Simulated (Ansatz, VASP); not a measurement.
# Fe2Pt: VASP beside Ansatz

```
CELL_PARAMETERS angstrom
4.18643 0.00000 0.00000
-2.09322 3.62556 0.00000
0.00000 0.00000 2.64809
ATOMIC_POSITIONS crystal
Fe 0.33333 0.66667 0.38612
Fe 0.66667 0.33333 0.61388
Pt 0.00000 0.00000 0.00000
```

Alike in both runs: functional PBE; k mesh 6 × 6 × 6; occupations gaussian, width 0.1 eV; collinear spin.

Ansatz relaxed the structure, and its values are those at the end. VASP's run is a single point on that final structure, the one shown.

|  | VASP | Ansatz |
| --- | --- | --- |
| version | VASP 6.6.1 | Ansatz 0.2.0 |
| potentials or method | VASP PAW PBE potentials, release 64 (Fe, Pt) | scalar-relativistic, plane waves, PAW |
| plane-wave cutoff (eV) | 520 | 420 |
| valence electrons in the cell | 26 | 50 |

|  | VASP | Ansatz | Ansatz less VASP |
| --- | --- | --- | --- |
| gap on the k mesh at the Fermi level (eV) | none | none | - |
| pressure (GPa) | -0.2 | 0.1 | +0.33 |
| rms of the force components (eV/Å) | 0.006 | 0.001 | -0.0047 |
| net moment per atom (μB) | 1.99 | 2.00 | +0.004 |
| size of the moment on the site where the two differ most (μB) | 0.41 | 0.48 | +0.069 |

Site moments also hang on the region over which each program counts them. A gap of «none» marks a metal or a gap that the smearing closes. With one functional, cell and mesh, what is left measures potentials, basis and numerics. The two sets of potentials don't hold the same shells in valence.

Caveats: the k mesh is coarse (spacing up to 0.40 Å⁻¹), so the values aren't converged. Spin-orbit coupling is left out, which matters for the levels of Pt.
